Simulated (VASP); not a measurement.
# Sb in VASP: a series of runs, part 2 of 2

VASP 6.6.1. Earlier steps stand in the parts before.

### 4 Single point, PBE

This run uses another cell than the first one, of 119.83 Å³/atom, 0.800 times its volume.

The input, INCAR:

```
ALGO     = Normal         # electronic algorithm
DIPOL    = 0.5 0.5 0.500
EDIFF    = 1E-7           # SCF threshold, eV
ENCUT    = 600            # plane-wave cutoff, eV
GGA      = PE             # functional
IDIPOL   = 3            
ISIF     = 2              # what is computed and relaxed
ISMEAR   = 1              # smearing method
LASPH    = T              # aspherical terms in the spheres
LCHARG   = F              # write CHGCAR
LDIPOL   = T            
LREAL    = F              # projectors in reciprocal space
LVACPOTAV= T            
LVHAR    = T            
LWAVE    = F              # write WAVECAR
NBANDS   = 12             # bands
NELM     = 120            # most SCF steps
PREC     = Accurate       # precision mode
SIGMA    = 0.1            # smearing width, eV
```

The input, KPOINTS:

```
k-points
0
Gamma
  13 13 1
```

The input, POSCAR:

```
Sb
1.0
    3.1600000000      0.0000000000      0.0000000000
    0.0000000000      3.1600000000      0.0000000000
    0.0000000000      0.0000000000     12.0000000000
Sb
1
Direct
    0.0000000000      0.0000000000      0.5000000000
```

Potentials or basis: VASP PAW PBE potentials, release 64 (Sb).

Launch:

```bash
> cat potpaw_PBE.64/Sb/POTCAR > POTCAR
> mpirun -np 1 vasp_std > vasp.out
```

OUTCAR:

```text
EDIFF = 1E-7
   ENCUT = 600
   GGA = PE
   ISIF = 2
   ISMEAR = 1
   LASPH = T
   LREAL = F
   NELM = 120
   PREC = Accurate

 Found     28 irreducible k-points:

 Following reciprocal coordinates:
            Coordinates               Weight
  0.000000  0.000000  0.000000      1.000000
  0.076923  0.000000  0.000000      4.000000
  0.153846  0.000000  0.000000      4.000000
  0.230769  0.000000  0.000000      4.000000
  0.307692  0.000000  0.000000      4.000000
  0.384615  0.000000  0.000000      4.000000
   k-points           NKPTS =     28   k-points in BZ     NKDIM =     28   number of bands    NBANDS=     12
   number of dos      NEDOS =    301   number of ions     NIONS =      1
   total plane-waves  NPLWV =  75264
   dimension x,y,z NGX =    28 NGY =   28 NGZ =   96
   dimension x,y,z NGXF=    56 NGYF=   56 NGZF=  192
   ions per type =               1
   NGX,Y,Z   is equivalent  to a cutoff of  14.73, 14.73, 13.30 a.u.
   NGXF,Y,Z  is equivalent  to a cutoff of  29.46, 29.46, 26.60 a.u.
 SYSTEM =  unknown system
   PREC   = accura    normal or accurate (medium, high low for compatibility)
   ISTART =      0    job   : 0-new  1-cont  2-samecut
   ICHARG =      2    charge: 1-file 2-atom 10-const
   ISPIN  =      1    spin polarized calculation?
   LNONCOLLINEAR =      F non collinear calculations
   LSORBIT =      F    spin-orbit coupling
   LASPH  =      T    aspherical Exc in radial PAW
   ENCUT  =  600.0 eV  44.10 Ry    6.64 a.u.   6.31  6.31 23.97*2*pi/ulx,y,z
   NELM   =    120;   NELMIN=  2; NELMDL= -5     # of ELM steps
   EDIFF  = 0.1E-06   stopping-criterion for ELM
   LREAL  =      F    real-space projection
   EDIFFG = 0.1E-05   stopping-criterion for IOM
   NSW    =      0    number of steps for IOM
   IBRION =     -1    ionic relax: 0-MD 1-quasi-New 2-CG
   NFREE  =      0    steps in history (QN), initial steepest desc. (CG)
   ISIF   =      2    stress and relaxation
   ISYM   =      2    0-nonsym 1-usesym 2-fastsym
   POTIM  = 0.5000    time-step for ionic-motion
   TEBEG  =    0.0;   TEEND  =   0.0 temperature during run
   PSTRESS=    0.0 pullay stress
   NELECT =       5.0000    total number of electrons
   NUPDOWN=      -1.0000    fix difference up-down
   EMIN   =  10.00;   EMAX   =-10.00  energy-range for DOS
   EFERMI =   0.00;   METHOD = LEGACY
   ISMEAR =     1;   SIGMA  =   0.10  broadening in eV -4-tet -1-fermi 0-gaus
   EFERMI_NEDOS =   21; number of points for ismear=-14 and -15
   IALGO  =     38    algorithm
   IMIX   =      4    mixing-type and parameters
     AMIX     =   0.40;   BMIX     =  1.00
[... 24 lines left out ...]

 Free energy of the ion-electron system (eV)
  ---------------------------------------------------
  ext. energy  EPLUGINS =         0.00000000
  ---------------------------------------------------
  free energy    TOTEN  =        -3.42263510 eV

  energy without entropy =       -3.42030798  energy(sigma->0) =       -3.42185939

 E-fermi :  -1.9729     XC(G=0):  -3.5855

 val. band max:       -1.9742220079   @ k =   0.4615   0.0000   0.0000
 cond. band min:      -1.8940038124   @ k =   0.4615   0.0769   0.0000
 fundamental gap:      0.0802181954
 Fermi energy:        -1.9729149711

 k-point     1 :       0.0000    0.0000    0.0000
  band No.  band energies     occupation
      1     -12.5046      2.00000
      2      -4.0482      2.00000
      3       1.6418      0.00000
      4       2.4038      0.00000
      5       2.4038      0.00000
      6       3.2282      0.00000
      7       3.8253      0.00000
      8       6.1804      0.00000
      9       7.3927      0.00000
     10       7.7822      0.00000
     11       8.4555      0.00000
     12      11.7469      0.00000
[... 61 lines left out ...]
 k-point     6 :       0.3846    0.0000    0.0000
  band No.  band energies     occupation
      1     -10.7120      2.00000
      2      -4.9806      2.00000
      3      -2.3429      2.00000
      4       3.4035      0.00000
      5       3.8222      0.00000
      6       3.9266      0.00000
      7       5.7050      0.00000
      8       5.9881      0.00000
      9       7.2208      0.00000
     10       8.4815      0.00000
     11       9.0343      0.00000
     12       9.5541      0.00000

 [... further k-points ...]

------------------------ aborting loop because EDIFF is reached ----------------------------------------

  FORCE on cell =-STRESS in cart. coord.  units (eV):
  Direction    XX          YY          ZZ          XY          YZ          ZX
  --------------------------------------------------------------------------------------
  -------------------------------------------------------------------------------------
  Total       -1.8909671     -1.8909671      0.0004417      0.0000000      0.0000000     -0.0000000
  in kB      -25.2836140    -25.2836140      0.0059056      0.0000000      0.0000000     -0.0000000
  external PRESSURE =     -16.8537742 kB  Pullay stress =       0.0000000 kB

 VOLUME and BASIS-vectors are now :
 -----------------------------------------------------------------------------
  energy-cutoff  :      600.00
  volume of cell :      119.83
      direct lattice vectors                 reciprocal lattice vectors
     3.160000000  0.000000000  0.000000000     0.316455696  0.000000000  0.000000000
     0.000000000  3.160000000  0.000000000     0.000000000  0.316455696  0.000000000
     0.000000000  0.000000000 12.000000000     0.000000000  0.000000000  0.083333333

 POSITION                                       TOTAL-FORCE (eV/Angst)
 -----------------------------------------------------------------------------------
      0.00000      0.00000      6.00000         0.000000      0.000000      0.000000
 -----------------------------------------------------------------------------------
    total drift:                               -0.000000      0.000000      0.000000

  FREE ENERGIE OF THE ION-ELECTRON SYSTEM (eV)
  ---------------------------------------------------
  free  energy   TOTEN  =        -3.4226351026 eV

  energy  without entropy=       -3.4203079761  energy(sigma->0) =       -3.42185939

 vacuum level on the upper side and lower side of the slab         2.949         2.949
```

Wall time 43 s (1 thread of Intel Xeon Platinum 8488C (Sapphire Rapids), shared host); peak memory 0.26 GiB.

These settings aren't checked as converged: the numbers below hold their error.

Results:

```
Free energy                     : -3.4226 eV
Band gap on the k mesh          : none (metal or under the smearing width)
Work function of the upper face : 4.92 eV
Work function of the lower face : 4.92 eV
```
